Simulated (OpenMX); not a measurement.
Crystal: BaTiO3.

```
Ba Ti O
1.0
     2.82737    1.63238    2.31839
    -2.82737    1.63238    2.31839
     0.00000   -3.26476    2.31839
Ba Ti O
1 1 3
Direct
  0.00000 0.00000 0.00000
  0.48450 0.48450 0.48450
  0.50860 0.01750 0.50860
  0.01750 0.50860 0.50860
  0.50860 0.50860 0.01750
```

Base run:

| Property | Result |
| --- | --- |
| Program | OpenMX 3.8.5 |
| Functional | PBE |
| Dispersion | D3 |
| Potentials or basis | OpenMX 2013 PBE set, Ba10.0-s3p2d2, Ti7.0-s3p2d2, O6.0-s2p2d1, grid cutoff 400 Ry |
| k mesh | 5 × 5 × 5 |
| Occupations | fermi-dirac, width 0.05 eV |
| Spin | no spin polarisation |

Its results: band gap on the k mesh 2.24 eV, indirect (least direct gap 2.66 eV); pressure 4.3 GPa; largest force 0.269 eV/Å.

**Question.** The run is repeated on the same cell with these changes: dispersion from D3 to D3(BJ). What comes out?

**Answer.** Band gap on the k mesh 2.24 eV, indirect (least direct gap 2.66 eV); pressure 3.3 GPa; largest force 0.266 eV/Å.

Caveats: spin-orbit coupling is left out, which moves the levels of the heavy elements; an odd mesh through Γ misses points on the zone boundary, where band edges often lie; the basis of atomic orbitals isn't converged, which shifts pressures, moduli and gaps.
